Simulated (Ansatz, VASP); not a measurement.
**Rh: VASP beside Ansatz**

```
Rh
1.0
     0.00000    1.93507    1.93507
     1.93507    0.00000    1.93507
     1.93507    1.93507    0.00000
Rh
1
Direct
  0.00000 0.00000 0.00000
```

Alike in both runs: task single point; functional LDA; k mesh 12 × 12 × 12; occupations fermi-dirac, width 0.05 eV; no spin polarisation.

|  | VASP | Ansatz |
| --- | --- | --- |
| version | VASP 6.6.1 | Ansatz 0.2.0 |
| potentials or method | VASP PAW LDA potentials, release 64 (Rh_pv) | Ansatz PAW |
| plane-wave cutoff (eV) | 520 | 420 |
| valence electrons in the cell | 15 | 17 |

VASP gave:

```
gap on the k mesh at the Fermi level (eV) : none
pressure (GPa)                            : -22.5
```

**Question.** What did Ansatz give for the same quantities?

**Answer.** gap on the k mesh at the Fermi level (eV): none; pressure (GPa): -23.2.

A gap of «none» marks a metal or a gap that the smearing closes. The two sets of potentials don't hold the same shells in valence.

Caveats: so large a pressure means that the cell lies far from this level's equilibrium, or that cutoff or potentials fall short (VASP); the PAW data sets come from PBE, with cores solved anew for the run's functional, which leaves a small shift of forces and pressure (Ansatz).
